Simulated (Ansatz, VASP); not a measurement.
Au: VASP beside Ansatz

```
Au
1.0
     2.90963    0.00000    0.00000
    -1.45482    2.51982    0.00000
     0.00000    0.00000    4.89621
Au
2
Direct
  0.33333 0.66667 0.75000
  0.66667 0.33333 0.25000
```

Change from the starting cell: volume scaled by 1.01.

Alike in both runs: task single point; functional PBEsol; k mesh 14 × 14 × 8; occupations fermi-dirac, width 0.03 eV; no spin polarisation.

|  | VASP | Ansatz |
| --- | --- | --- |
| version | VASP 6.6.1 | Ansatz 0.2.0 |
| potentials or method | VASP PAW PBE potentials, release 64 (Au), cutoff 520 eV | all-electron LAPW, scalar-relativistic |

|  | VASP | Ansatz | Ansatz less VASP |
| --- | --- | --- | --- |
| pressure (GPa) | -7.8 | -7.6 | +0.19 |
| largest component of the traceless stress (GPa) | 0.12 | 0.11 | -0.011 |

Ansatz ran all-electron here, so the differences hold the error of VASP's frozen core and of both bases.

Caveats: the PAW data sets were made with another functional, which shifts forces and pressure a little (VASP). Spin-orbit coupling is left out, which matters for the levels of Au.
